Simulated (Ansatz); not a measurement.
# Ca (Im-3m) in Ansatz: convergence with ecutrho ratio

Aim: find how far ecutrho ratio must go before the results for Ca settle, at PBE. This setting moves, with any that are tied to it; all else stays.

Program: Ansatz 0.2.0. These are calculated values, not measurements. Logs are shortened: lines on timing, memory, paths and dates and some standing lists are left out, and cuts for length are marked.

### Step 1. The structure

The structure is cubic, space group Im-3m (No. 229). The conventional cell has a = 4.480 Å, b = 4.480 Å, c = 4.480 Å, α = 90.00°, β = 90.00°, γ = 90.00°. Around Ca (site symmetry m-3m) lie 8 Ca at 3.88 Å.

This isn't the form of Ca at room conditions, which is fcc.

### Step 2. With ecutrho ratio 4

Input file input.yaml:

```yaml
crystal:
  lattice:
    - [-2.24, 2.24, 2.24]
    - [2.24, -2.24, 2.24]
    - [2.24, 2.24, -2.24]
  atoms:
    - { symbol: Ca, position: [0.0, 0.0, 0.0] }
hamiltonian:
  xc: pbe
  pseudopotentials: { kind: nc }
kpoints:
  mp_grid: { grid: [7, 7, 7] }
scf:
  occupations: { method: gaussian, width: 0.05 }
output:
  forces: true
  stress: true
  eigenvalues: true
basis:
  ecutrho_ratio: 4
```

Potentials or basis: PseudoDojo standard (PBE files).

Started as:

```sh
$ ansatz run input.yaml --threads 2 --pin off --max-ram 5632MiB --backend cpu --events-out ev --progress --plain --runs-dir out
```

Wall time 1.9 s (2 threads of Intel Xeon at 2.50GHz (Skylake/Cascade Lake), shared host); peak memory 0.31 GiB.

Results:

```
Free energy            : -1053.3914 eV
Pressure               : -0.9 GPa
Band gap on the k mesh : none (metal or under the smearing width)
```

### Step 3. With ecutrho ratio 5

Changes to input.yaml since step 2:

```diff
@@ -19,2 +19,2 @@
 basis:
-  ecutrho_ratio: 4
+  ecutrho_ratio: 5
```

Potentials or basis: PseudoDojo standard (PBE files).

Started as:

```sh
$ ansatz run input.yaml --threads 2 --pin off --max-ram 5632MiB --backend cpu --events-out ev --progress --plain --runs-dir out
```

It took 2.1 s on 2 threads of Intel Xeon at 2.50GHz (Skylake/Cascade Lake), shared host; peak memory 0.34 GiB.

What came out:

* Free energy: -1053.3914 eV
* Pressure: -0.9 GPa
* Band gap on the k mesh: none (metal or under the smearing width)

### Step 4. With ecutrho ratio 6

Changes to input.yaml since step 3:

```diff
@@ -19,2 +19,2 @@
 basis:
-  ecutrho_ratio: 5
+  ecutrho_ratio: 6
```

Started as:

```sh
$ ansatz run input.yaml --threads 2 --pin off --max-ram 5632MiB --backend cpu --events-out ev --progress --plain --runs-dir out
```

Run time: 1.8 s. Hardware: 2 threads of Intel Xeon at 2.50GHz (Skylake/Cascade Lake), shared host; peak memory 0.35 GiB.

Results:

```
Free energy            : -1053.3914 eV
Pressure               : -0.9 GPa
Band gap on the k mesh : none (metal or under the smearing width)
```

### Step 5. With ecutrho ratio 8

Changes to input.yaml since step 4:

```diff
@@ -19,2 +19,2 @@
 basis:
-  ecutrho_ratio: 6
+  ecutrho_ratio: 8
```

Started as:

```sh
$ ansatz run input.yaml --threads 2 --pin off --max-ram 5632MiB --backend cpu --events-out ev --progress --plain --runs-dir out
```

It took 2.7 s on 2 threads of Intel Xeon at 2.50GHz (Skylake/Cascade Lake), shared host; peak memory 0.43 GiB.

Results (log left out):

- Free energy: -1053.3914 eV
- Pressure: -0.9 GPa
- Band gap on the k mesh: none (metal or under the smearing width)

### Step 6. With ecutrho ratio 10

Changes to input.yaml since step 5:

```diff
@@ -19,2 +19,2 @@
 basis:
-  ecutrho_ratio: 8
+  ecutrho_ratio: 10
```

Potentials or basis: PseudoDojo standard (PBE files).

Started as:

```sh
$ ansatz run input.yaml --threads 2 --pin off --max-ram 5632MiB --backend cpu --events-out ev --progress --plain --runs-dir out
```

It took 3.1 s on 2 threads of Intel Xeon at 2.50GHz (Skylake/Cascade Lake), shared host; peak memory 0.47 GiB.

The run converged. Its results:

* Free energy: -1053.3914 eV
* Pressure: -0.9 GPa
* Band gap on the k mesh: none (metal or under the smearing width)

### Step 7. With ecutrho ratio 12

Changes to input.yaml since step 6:

```diff
@@ -19,2 +19,2 @@
 basis:
-  ecutrho_ratio: 10
+  ecutrho_ratio: 12
```

Potentials or basis: PseudoDojo standard (PBE files).

Started as:

```sh
$ ansatz run input.yaml --threads 2 --pin off --max-ram 5632MiB --backend cpu --events-out ev --progress --plain --runs-dir out
```

What it wrote:

```text
Warning: RAYON_NUM_THREADS=2 ignored (pool sized by the plan → 2); use --threads N
Engine: ansatz 0.2.0, x86_64-unknown-linux-gnu
Pseudopotentials: kind: nc
Pseudopotential: Ca, nc, valence charge 10, recommended cutoff 925.187132 eV (normal), Ca.nc.azcp (PseudoDojo's, or run here from an input of PseudoDojo's: the run reads no file of this project's for it)
Functional definition: PBE
  parameter kappa = 0.804
  parameter beta = 0.06672455060314922
  exchange = pbe_x(kappa = kappa, mu = beta*pi^2/3)
  correlation = pbe_c(beta = beta)
Crystal: 1 atoms, lattice volume = 44.958 Å³
Basis set: ecut = 925.187132 eV, 2899 PW (Γ), exchange–correlation on 144×144×144 points (8 copies of the dense FFT grid, shifted against one another)
Bands: 9, of which v1, the nominal top of the filled ones, is band 5 counted from 1 (4 counted from 0)
Symmetry: 48 space group operations
Space group: Im-3m (ITA 229), of the structure as read, at distance tolerance 3.6e-5 Å
k-points: 20 of 343
Non-local potential: Ca, projectors of the file, l = 0: 2, l = 1: 2, l = 2: 2
Initial density: superposition of atomic densities (chi_scale 0.1, normalization cell)
Initial wavefunctions: pseudopotential atomic-orbital guess
Functional: x = pbe(κ = 0.804, μ = 0.2195149727645171), c = pbe(β = 0.06672455060314922)
SCF iter   1: F=—  HF=-1053.381617 eV  |F-HF|=—  |Δ(HF+E_count)|=         —  Δρ=6.57e-3  dr2=1.41e-2  ethr=3.10e-3  ⟨swp⟩=7.3  Hψ=1834  notcnv=0
preconditioner: auto → Kerker (q_TF=auto, 2.124 Å⁻¹)  [metal: Δε(μ)=0.038 eV  Ē_g=3.371 eV  σ=0.050 eV  W_gap=0.41  n_scr=12 (ndim 8)  ℏωp=7.8 eV  f_vac=0.000  D(μ)=2.96/eV (n_scr^D=42)]
SCF iter   2: F=—  HF=-1053.386927 eV  |F-HF|=—  |Δ(HF+E_count)|=   5.31e-3  Δρ=4.16e-3  dr2=5.77e-3  ethr=1.41e-4  ⟨swp⟩=1.6  Hψ=372  notcnv=0
SCF iter   3: F=—  HF=-1053.391317 eV  |F-HF|=—  |Δ(HF+E_count)|=   4.39e-3  Δρ=6.66e-4  dr2=3.15e-4  ethr=5.77e-5  ⟨swp⟩=2.0  Hψ=280  notcnv=0
SCF iter   4: F=—  HF=-1053.391316 eV  |F-HF|=—  |Δ(HF+E_count)|=   1.70e-6  Δρ=1.90e-4  dr2=2.55e-5  ethr=3.15e-6  ⟨swp⟩=2.3  Hψ=258  notcnv=0
SCF iter   5: F=—  HF=-1053.391380 eV  |F-HF|=—  |Δ(HF+E_count)|=   6.42e-5  Δρ=2.63e-5  dr2=1.64e-7  ethr=2.55e-7  ⟨swp⟩=1.8  Hψ=198  notcnv=0
SCF iter   6: F=-1053.391380 eV  HF=-1053.391380 eV  |F-HF|=1.19e-8  |Δ(HF+E_count)|=   4.14e-7  Δρ=7.65e-6  dr2=2.30e-8  ethr=1.00e-9  ⟨swp⟩=7.0  Hψ=1190  notcnv=0
SCF 1 converged in 6 iterations: F = -1053.391380 eV  dr2 = 2.30e-8
SCF converged after 6 iterations
Free energy (F): -1053.391380 eV
Harris-Foulkes:  -1053.391380 eV  (|F-HF|=1.19e-8)
Internal energy: -1053.387562 eV  (E = F + TS)
E sigma→0 (E₀):  -1053.389471 eV
Entropy (-TS):   -0.003818 eV (-3.818 meV/atom)
Fermi energy:    4.604613 eV
--- Per-component energies (eV) ---
  E_band       = -180.229081
  E_kinetic    = 357.730446
  E_local      = -995.374545  (includes V_loc(G=0)·N_el)
  E_nonlocal   = 90.175361
  E_hartree    = 277.005280
  E_xc         = -198.061700
  E_vxc        = -186.766506  (∫ρ·V_xc dr)
  E_ewald      = -584.862405
  E_smearing   = -0.003818  (= −TS)
  E_closure    = -0.000000  (closes the sum)
  Σ components = -1053.391380   (vs F -1053.391380, Δ=0.00e0)
--- Forces (eV/Å), atoms counted from 1 ---
  atom   1  Ca     0.00000000    -0.00000000     0.00000000
  max |Σ_I F_I| component: 2.59e-31 eV/Å
--- Stress (GPa, compression-positive) ---
       -0.900947      -0.000000      -0.000000
        0.000000      -0.900947       0.000000
        0.000000      -0.000000      -0.900947
  P = ⅓ Tr σ = -0.9009 GPa (-9.009 kbar)
--- Band table (eV; the first three rows and the last of 20) ---
  k-point 0: bands = ["-37.6301", "-18.5440", "-18.5440", "-18.5440", "0.6745", "6.8135", "6.8135", "6.8135", "7.7993"]
  k-point 1: bands = ["-37.6281", "-18.5650", "-18.5511", "-18.5439", "1.0207", "6.6184", "6.6391", "7.0670", "7.6295"]
  k-point 2: bands = ["-37.6235", "-18.6116", "-18.5670", "-18.5438", "1.9916", "5.9034", "6.2332", "7.6556", "7.7610"]
  k-point 19: bands = ["-37.6116", "-18.6234", "-18.6201", "-18.6201", "4.6278", "4.8521", "7.6380", "7.6380", "7.8567"]
```

Run time: 3.7 s. Hardware: 2 threads of Intel Xeon at 2.50GHz (Skylake/Cascade Lake), shared host; peak memory 0.55 GiB.

Results:

```yaml
Free_energy: -1053.3914 eV
Pressure: -0.9 GPa
Band_gap_on_the_k_mesh: none (metal or under the smearing width)
```

### Step 8. Summary

```tsv
ecutrho ratio	energy less the tightest run, at zero smearing (meV/atom)	SCF cycles	CPU time (s)	peak memory (GiB)
4	0.00	6	2.7	0.31
5	0.00	6	2.7	0.34
6	0.00	6	2.8	0.35
8	0.00	6	3.8	0.43
10	0.00	6	4.2	0.47
12	0.00	6	4.8	0.55
```

Against the tightest run, the energy stays within 1 meV/atom from 4 on. The tightest run that finished is the yardstick and may itself not be fully converged.

Caveats: the cell was measured hot, at 740 K.
